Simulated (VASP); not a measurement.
# Ni (P6_3/mmc) in VASP: notebook

The runs below take Ni through relaxation of cell and atoms, with r2SCAN, r2SCAN+rVV10.

All numbers are computed with VASP 6.6.1; they aren't measurements. Logs are shortened: lines on timing, memory, paths and dates and some standing lists are left out, and cuts for length are marked.

## 1. The structure

The structure is hexagonal, space group P6_3/mmc (No. 194). The conventional cell has a = 2.489 Å, b = 2.489 Å, c = 4.064 Å, α = 90.00°, β = 90.00°, γ = 120.00°. Ni (site symmetry -6m2) is surrounded by 12 Ni at 2.49 Å.

This isn't the form of Ni at room conditions, which is fcc.

## 2. Relaxation of cell and atoms, r2SCAN, collinear spin, ferromagnetic start

File INCAR:

```
SYSTEM = Ni
  PREC = Accurate
  ENCUT = 600
  EDIFF = 1E-7
  ISMEAR = 0
  SIGMA = 0.1
  LREAL = .False.
  LASPH = .True.
  NELM = 150
  ALGO = Normal
  ISIF = 3
  LWAVE = .False.
  LCHARG = .False.
  ISPIN = 2
  MAGMOM = 1 1
  LORBIT = 11
  LMAXMIX = 4
  METAGGA = R2SCAN
  LMIXTAU = .True.
  IBRION = 2
  NSW = 90
  EDIFFG = -0.005
```

File KPOINTS:

```
Automatic mesh
0
Gamma
  21 21 10
  0 0 0
```

File POSCAR:

```
Ni
1.0
    2.4887455600      0.0000000000      0.0000000000
   -1.2443727800      2.1553168800      0.0000000000
    0.0000000000      0.0000000000      4.0641215000
Ni
2
Direct
    0.3333333300      0.6666666700      0.2500000000
    0.6666666700      0.3333333300      0.7500000000
```

Potentials or basis: VASP PAW PBE potentials, release 64 (Ni).

Run with:

```
$ cat potpaw_PBE.64/Ni/POTCAR > POTCAR
$ mpirun -np 1 vasp_std > vasp.out
```

OUTCAR:

```text
SYSTEM = Ni
   PREC = Accurate
   ENCUT = 600
   EDIFF = 1E-7
   ISMEAR = 0
   LREAL = .False.
   LASPH = .True.
   NELM = 150
   ISIF = 3
   ISPIN = 2
   LORBIT = 11
   METAGGA = R2SCAN
   IBRION = 2
   NSW = 90
   EDIFFG = -0.005

 ion  position               nearest neighbor table
   1  0.333  0.667  0.250-   2 2.49   2 2.49   2 2.49   2 2.49   2 2.49   2 2.49
   2  0.667  0.333  0.750-   1 2.49   1 2.49   1 2.49   1 2.49   1 2.49   1 2.49

  LATTYP: Found a hexagonal cell.
 ALAT       =     2.4887455600
 C/A-ratio  =     1.6330000002

  Lattice vectors:

 A1 = (   2.4887455600,   0.0000000000,   0.0000000000)
 A2 = (  -1.2443727800,   2.1553168800,   0.0000000000)
 A3 = (   0.0000000000,   0.0000000000,   4.0641215000)

Analysis of symmetry for initial positions (statically):
=====================================================================
 Subroutine PRICEL returns:
 Original cell was already a primitive cell.

 Routine SETGRP: Setting up the symmetry group for a
 hexagonal supercell.

 Subroutine GETGRP returns: Found 24 space group operations
 (whereof 12 operations were pure point group operations)
 out of a pool of 24 trial point group operations.

The static configuration has the point symmetry D_3d.
 The point group associated with its full space group is D_6h.

Analysis of symmetry for dynamics (positions and initial velocities):
=====================================================================
 Subroutine PRICEL returns:
 Original cell was already a primitive cell.

 Routine SETGRP: Setting up the symmetry group for a
 hexagonal supercell.

 Subroutine GETGRP returns: Found 24 space group operations
 (whereof 12 operations were pure point group operations)
 out of a pool of 24 trial point group operations.

The dynamic configuration has the point symmetry D_3d.
 The point group associated with its full space group is D_6h.

Analysis of structural, dynamic, and magnetic symmetry:
=====================================================================
 Subroutine PRICEL returns:
 Original cell was already a primitive cell.

 Routine SETGRP: Setting up the symmetry group for a
 hexagonal supercell.

 Subroutine GETGRP returns: Found 24 space group operations
 (whereof 12 operations were pure point group operations)
 out of a pool of 24 trial point group operations.

The overall configuration has the point symmetry D_3d.
 The point group associated with its full space group is D_6h.

 Subroutine INISYM returns: Found 24 space group operations
 (whereof 12 operations are pure point group operations),
[... 128 lines left out ...]
 spin polarized calculation
 Gauss-broadening in eV      SIGMA  =   0.10
  energy-cutoff  :      600.00
  volume of cell :       21.80
 maximum number of plane-waves:       756
 NGX is ok and might be reduce to    20

--------------------------------------- Ionic step        1  -------------------------------------------

 number of electron      20.0000004 magnetization       1.4157270

 Free energy of the ion-electron system (eV)
  ---------------------------------------------------
  ext. energy  EPLUGINS =         0.00000000
  ---------------------------------------------------
  free energy    TOTEN  =       -23.79067353 eV

  energy without entropy =      -23.77371327  energy(sigma->0) =      -23.78219340

------------------------ aborting loop because EDIFF is reached ----------------------------------------

  FORCE on cell =-STRESS in cart. coord.  units (eV):
  Direction    XX          YY          ZZ          XY          YZ          ZX
  --------------------------------------------------------------------------------------
  -------------------------------------------------------------------------------------
  Total       -1.1182799     -1.1182799     -0.4212545     -0.0000000      0.0000000      0.0000000
  in kB      -82.1869368    -82.1869369    -30.9597048     -0.0000000      0.0000000      0.0000000
  external PRESSURE =     -65.1111928 kB  Pullay stress =       0.0000000 kB
[... 23 lines left out ...]
--------------------------------------- Ionic step        2  -------------------------------------------

 number of electron      19.9999998 magnetization       1.3748010

 E-fermi :  10.1931     XC(G=0): -14.8155

 val. band max:       10.1919328814   @ k =   0.3810   0.2381   0.1000
 cond. band min:      10.1958069247   @ k =   0.2381   0.0000   0.0000
 fundamental gap:      0.0038740433
 Fermi energy:        10.1930838278

 spin component 1

 k-point     1 :       0.0000    0.0000    0.0000
  band No.  band energies     occupation
      1       0.3661      1.00000
      2       4.5910      1.00000
      3       7.0858      1.00000
      4       7.2890      1.00000
      5       7.2891      1.00000
      6       7.5678      1.00000
      7       7.5679      1.00000
      8       8.2205      1.00000
      9       8.2205      1.00000
     10       9.2161      1.00000
     11       9.2161      1.00000
     12       9.5246      1.00000
[... 1104 lines left out ...]
--------------------------------------- Ionic step        9  -------------------------------------------

 number of electron      20.0000005 magnetization       1.3968666

 Free energy of the ion-electron system (eV)
  ---------------------------------------------------
  ext. energy  EPLUGINS =         0.00000000
  ---------------------------------------------------
  free energy    TOTEN  =       -23.80974649 eV

  energy without entropy =      -23.79420165  energy(sigma->0) =      -23.80197407

 E-fermi :   9.7124     XC(G=0): -14.5880

 val. band max:        9.7114975270   @ k =   0.2381   0.1429   0.4000
 cond. band min:       9.7161455023   @ k =   0.3810   0.0476   0.0000
 fundamental gap:      0.0046479753
 Fermi energy:         9.7123970985

 spin component 1

 k-point     1 :       0.0000    0.0000    0.0000
  band No.  band energies     occupation
      1       0.1261      1.00000
      2       4.2818      1.00000
      3       6.6603      1.00000
      4       6.8801      1.00000
      5       6.8802      1.00000
      6       7.1416      1.00000
      7       7.1417      1.00000
      8       7.7990      1.00000
      9       7.7991      1.00000
     10       8.7400      1.00000
     11       8.7400      1.00000
     12       9.0916      1.00000
[... 882 lines left out ...]
  FREE ENERGIE OF THE ION-ELECTRON SYSTEM (eV)
  ---------------------------------------------------
  free  energy   TOTEN  =       -23.8097464933 eV

  energy  without entropy=      -23.7942016458  energy(sigma->0) =      -23.80197407

 reached required accuracy - stopping structural energy minimisation

 total charge

# of ion       s       p       d       tot
------------------------------------------
    1        0.525   0.543   8.335   9.403
    2        0.525   0.543   8.335   9.403
--------------------------------------------------
tot          1.049   1.086  16.671  18.806

 magnetization (x)

# of ion       s       p       d       tot
------------------------------------------
    1       -0.008  -0.042   0.768   0.718
    2       -0.008  -0.042   0.768   0.718
--------------------------------------------------
tot         -0.016  -0.085   1.536   1.435
```

OSZICAR:

```text
N       E                     dE             d eps       ncg     rms          rms(c)
DAV:   1     0.826179163692E+02    0.82618E+02   -0.11202E+04 17512   0.224E+03
DAV:   2    -0.256372701925E+02   -0.10826E+03   -0.10298E+03 17329   0.299E+02
[... 110 lines left out ...]
DAV:   5    -0.238097467345E+02    0.15305E-05   -0.20258E-07 15552   0.610E-03    0.129E-03
DAV:   6    -0.238097468437E+02   -0.10916E-06   -0.43848E-08  8970   0.345E-03    0.584E-04
DAV:   7    -0.238097464894E+02    0.35432E-06   -0.83961E-09  8675   0.172E-03    0.487E-04
DAV:   8    -0.238097466155E+02   -0.12610E-06   -0.46642E-09  8661   0.116E-03    0.145E-04
DAV:   9    -0.238097465135E+02    0.10199E-06   -0.13344E-09  8640   0.433E-04    0.543E-05
DAV:  10    -0.238097464933E+02    0.20162E-07   -0.47058E-10  8640   0.291E-04
   9 F= -.23809746E+02 E0= -.23801974E+02  d E =-.780817E-05  mag=     1.3969
```

Run time: 49 min. Hardware: 1 thread of Intel Xeon Platinum 8488C (Sapphire Rapids), shared host; peak memory 0.32 GiB.

What came out:

| Item | Value |
| --- | --- |
| Free energy | -23.8097 eV |
| Relaxed volume | 10.55 Å³/atom |
| Relaxed cell | a = 2.447 Å, b = 2.447 Å, c = 4.072 Å, α = 90.00°, β = 90.00°, γ = 120.00° |
| Space group after relaxing (to 0.05 Å) | P6_3/mmc (No. 194) |
| Energy gained by relaxing | 9.5 meV/atom |
| Ionic steps | 9 |
| Pressure after relaxing | 0.0 GPa |
| Band gap on the k mesh | none (metal or under the smearing width) |
| Net moment | 1.40 μB per cell |
| Site moments | Ni +0.72 μB |
| Valence electrons inside the program's atomic spheres | Ni 9.40 |

The path:
| step | energy change (eV) | largest force (eV/Å) | pressure (GPa) | volume (Å³) |
| --- | --- | --- | --- | --- |
| 1 | 0.0000 | 0.0000 | -6.51 | 21.80 |
| 2 | -0.0037 | 0.0000 | 7.48 | 20.43 |
| 3 | -0.0178 | 0.0000 | 0.38 | 21.06 |
| 4 | -0.0178 | 0.0000 | 0.50 | 21.04 |
| 5 | -0.0190 | 0.0000 | 0.21 | 21.08 |
| 6 | -0.0191 | 0.0000 | 0.14 | 21.09 |
| 7 | -0.0191 | 0.0000 | 0.12 | 21.09 |
| 8 | -0.0191 | 0.0000 | -0.08 | 21.12 |
| 9 | -0.0191 | 0.0000 | -0.03 | 21.11 |

Final structure:
```
Ni
1.0
     2.44668    0.00000    0.00000
    -1.22334    2.11889    0.00000
     0.00000    0.00000    4.07187
Ni
2
Direct
  0.33333 0.66667 0.25000
  0.66667 0.33333 0.75000
```

Levels at points of the mesh, in eV from the Fermi level:
Spin up:
| k point | band 8 | band 9 | band 10 | band 11 | band 12 | band 13 | band 14 | band 15 |
| --- | --- | --- | --- | --- | --- | --- | --- | --- |
| (0.00, 0.00, 0.00) | -1.91 | -1.91 | -0.97 | -0.97 | -0.62 | 5.62 | 23.92 | 26.33 |
| (0.00, 0.00, 0.50) | -2.84 | -1.29 | -1.29 | -1.29 | -1.29 | 14.65 | 14.65 | 24.70 |
Spin down:
```
           k point  band 7  band 8  band 9  band 10  band 11  band 12
(0.00, 0.00, 0.00)   -1.41   -1.14   -1.14    -0.81    -0.15    -0.15
(0.00, 0.00, 0.50)   -1.77   -1.77   -0.42    -0.42    -0.42    -0.42
```

Caveat: the PAW data sets were made with another functional, which shifts forces and pressure a little.

## 3. Relaxation of cell and atoms, r2SCAN+rVV10, collinear spin, ferromagnetic start

Changes to INCAR since step 2:

```diff
@@ -19,2 +19,6 @@
   LMIXTAU = .True.
+  LUSE_VDW = .True.
+  IVDW_NL = 2
+  BPARAM = 11.95
+  CPARAM = 0.0093
   IBRION = 2
```

KPOINTS is that of step 2.

POSCAR is that of step 2.

Potentials or basis: VASP PAW PBE potentials, release 64 (Ni).

Run with:

```
$ cat potpaw_PBE.64/Ni/POTCAR > POTCAR
$ mpirun -np 1 vasp_std > vasp.out
```

OUTCAR:

```text
SYSTEM = Ni
   PREC = Accurate
   ENCUT = 600
   EDIFF = 1E-7
   ISMEAR = 0
   LREAL = .False.
   LASPH = .True.
   NELM = 150
   ISIF = 3
   ISPIN = 2
   LORBIT = 11
   METAGGA = R2SCAN
   IVDW_NL = 2
   BPARAM = 11.95
   IBRION = 2
   NSW = 90
   EDIFFG = -0.005

 ion  position               nearest neighbor table
   1  0.333  0.667  0.250-   2 2.49   2 2.49   2 2.49   2 2.49   2 2.49   2 2.49
   2  0.667  0.333  0.750-   1 2.49   1 2.49   1 2.49   1 2.49   1 2.49   1 2.49

  LATTYP: Found a hexagonal cell.
 ALAT       =     2.4887455600
 C/A-ratio  =     1.6330000002

  Lattice vectors:

 A1 = (   2.4887455600,   0.0000000000,   0.0000000000)
 A2 = (  -1.2443727800,   2.1553168800,   0.0000000000)
 A3 = (   0.0000000000,   0.0000000000,   4.0641215000)

Analysis of symmetry for initial positions (statically):
=====================================================================
 Subroutine PRICEL returns:
 Original cell was already a primitive cell.

 Routine SETGRP: Setting up the symmetry group for a
 hexagonal supercell.

 Subroutine GETGRP returns: Found 24 space group operations
 (whereof 12 operations were pure point group operations)
 out of a pool of 24 trial point group operations.

The static configuration has the point symmetry D_3d.
 The point group associated with its full space group is D_6h.

Analysis of symmetry for dynamics (positions and initial velocities):
=====================================================================
 Subroutine PRICEL returns:
 Original cell was already a primitive cell.

 Routine SETGRP: Setting up the symmetry group for a
 hexagonal supercell.

 Subroutine GETGRP returns: Found 24 space group operations
 (whereof 12 operations were pure point group operations)
 out of a pool of 24 trial point group operations.

The dynamic configuration has the point symmetry D_3d.
 The point group associated with its full space group is D_6h.

Analysis of structural, dynamic, and magnetic symmetry:
=====================================================================
 Subroutine PRICEL returns:
 Original cell was already a primitive cell.

 Routine SETGRP: Setting up the symmetry group for a
 hexagonal supercell.

[... 168 lines left out ...]
  external PRESSURE =     -83.8207609 kB  Pullay stress =       0.0000000 kB
[... 23 lines left out ...]
--------------------------------------- Ionic step        2  -------------------------------------------

 number of electron      19.9999999 magnetization       1.3681627

 E-fermi :  10.4666     XC(G=0): -14.9759

 val. band max:       10.4639373575   @ k =   0.1905   0.1905   0.2000
 cond. band min:      10.4669725718   @ k =   0.3810   0.1905   0.1000
 fundamental gap:      0.0030352143
 Fermi energy:        10.4665739185

 spin component 1

 k-point     1 :       0.0000    0.0000    0.0000
  band No.  band energies     occupation
      1       0.4762      1.00000
      2       4.7492      1.00000
      3       7.3132      1.00000
      4       7.5138      1.00000
      5       7.5139      1.00000
      6       7.8020      1.00000
      7       7.8020      1.00000
      8       8.4585      1.00000
      9       8.4585      1.00000
     10       9.4833      1.00000
     11       9.4833      1.00000
     12       9.7356      1.00000
[... 918 lines left out ...]
  FREE ENERGIE OF THE ION-ELECTRON SYSTEM (eV)
  ---------------------------------------------------
  free  energy   TOTEN  =       -23.3265519082 eV

  energy  without entropy=      -23.3093729379  energy(sigma->0) =      -23.31796242

[... ionic steps 4 to 7 ...]

--------------------------------------- Ionic step        8  -------------------------------------------

 number of electron      20.0000002 magnetization       1.3962744

------------------------ aborting loop because EDIFF is reached ----------------------------------------
[... 67 lines left out ...]
--------------------------------------- Ionic step       10  -------------------------------------------

 number of electron      20.0000002 magnetization       1.3967075

 Free energy of the ion-electron system (eV)
  ---------------------------------------------------
  ext. energy  EPLUGINS =         0.00000000
  ---------------------------------------------------
  free energy    TOTEN  =       -23.32767279 eV

  energy without entropy =      -23.31169356  energy(sigma->0) =      -23.31968318

 E-fermi :   9.8318     XC(G=0): -14.6788

 val. band max:        9.8312716769   @ k =   0.3333   0.2857   0.0000
 cond. band min:       9.8321912327   @ k =   0.2857   0.0476   0.0000
 fundamental gap:      0.0009195558
 Fermi energy:         9.8317694600

 spin component 1

 k-point     1 :       0.0000    0.0000    0.0000
  band No.  band energies     occupation
      1       0.1581      1.00000
      2       4.3467      1.00000
      3       6.7634      1.00000
      4       6.9759      1.00000
      5       6.9760      1.00000
      6       7.2428      1.00000
      7       7.2429      1.00000
      8       7.8956      1.00000
      9       7.8956      1.00000
     10       8.8532      1.00000
     11       8.8532      1.00000
     12       9.1807      1.00000
[... 882 lines left out ...]
  FREE ENERGIE OF THE ION-ELECTRON SYSTEM (eV)
  ---------------------------------------------------
  free  energy   TOTEN  =       -23.3276727921 eV

  energy  without entropy=      -23.3116935589  energy(sigma->0) =      -23.31968318

 reached required accuracy - stopping structural energy minimisation

 total charge

# of ion       s       p       d       tot
------------------------------------------
    1        0.529   0.553   8.337   9.419
    2        0.529   0.553   8.337   9.419
--------------------------------------------------
tot          1.059   1.107  16.673  18.839

 magnetization (x)

# of ion       s       p       d       tot
------------------------------------------
    1       -0.008  -0.043   0.767   0.716
    2       -0.008  -0.043   0.767   0.716
--------------------------------------------------
tot         -0.016  -0.085   1.534   1.433
```

OSZICAR:

```text
N       E                     dE             d eps       ncg     rms          rms(c)
DAV:   1     0.831011713372E+02    0.83101E+02   -0.11195E+04 17512   0.224E+03
DAV:   2    -0.252421961848E+02   -0.10834E+03   -0.10306E+03 17329   0.299E+02
DAV:   3    -0.281431155959E+02   -0.29009E+01   -0.28492E+01 20360   0.700E+01
[... 115 lines left out ...]
DAV:   4    -0.233276741435E+02   -0.94219E-06   -0.22020E-07 17441   0.681E-03    0.397E-03
DAV:   5    -0.233276729976E+02    0.11459E-05   -0.16104E-07 14277   0.514E-03    0.105E-03
DAV:   6    -0.233276730987E+02   -0.10102E-06   -0.25790E-08  8738   0.250E-03    0.424E-04
DAV:   7    -0.233276727555E+02    0.34319E-06   -0.61387E-09  8689   0.142E-03    0.378E-04
DAV:   8    -0.233276728816E+02   -0.12613E-06   -0.31097E-09  8682   0.969E-04    0.102E-04
DAV:   9    -0.233276727921E+02    0.89543E-07   -0.96348E-10  8682   0.344E-04
  10 F= -.23327673E+02 E0= -.23319683E+02  d E =-.592162E-05  mag=     1.3967
```

Wall time 56 min (1 thread of Intel Xeon Platinum 8488C (Sapphire Rapids), shared host); peak memory 0.38 GiB.

What came out:

```
Free energy                                           : -23.3277 eV
Relaxed volume                                        : 10.46 Å³/atom
Relaxed cell                                          : a = 2.440 Å, b = 2.440 Å, c = 4.057 Å, α = 90.00°, β = 90.00°, γ = 120.00°
Space group after relaxing (to 0.05 Å)                : P6_3/mmc (No. 194)
Energy gained by relaxing                             : 14.2 meV/atom
Ionic steps                                           : 10
Pressure after relaxing                               : 0.0 GPa
Band gap on the k mesh                                : none (metal or under the smearing width)
Net moment                                            : 1.40 μB per cell
Site moments                                          : Ni +0.72 μB
Valence electrons inside the program's atomic spheres : Ni 9.42
```

Step by step:
| step | energy change (eV) | largest force (eV/Å) | pressure (GPa) | volume (Å³) |
| --- | --- | --- | --- | --- |
| 1 | 0.0000 | 0.0000 | -8.38 | 21.80 |
| 2 | -0.0015 | 0.0000 | 10.27 | 20.05 |
| 3 | -0.0273 | 0.0000 | 0.22 | 20.88 |
| 4 | -0.0273 | 0.0000 | 0.37 | 20.87 |
| 5 | -0.0284 | 0.0000 | 0.17 | 20.90 |
| 6 | -0.0284 | 0.0000 | 0.12 | 20.90 |
| 7 | -0.0284 | 0.0000 | 0.11 | 20.91 |
| 8 | -0.0284 | 0.0000 | 0.11 | 20.90 |
| 9 | -0.0284 | 0.0000 | -0.06 | 20.92 |
| 10 | -0.0284 | 0.0000 | -0.03 | 20.92 |

Final structure:
```yaml
crystal:
  lattice:
    - [2.44002, 0.00000, 0.00000]
    - [-1.22001, 2.11312, 0.00000]
    - [0.00000, 0.00000, 4.05698]
  atoms:
    - { symbol: Ni, position: [0.33333, 0.66667, 0.25000] }
    - { symbol: Ni, position: [0.66667, 0.33333, 0.75000] }
```

Caveat: the PAW data sets were made with another functional, which shifts forces and pressure a little.
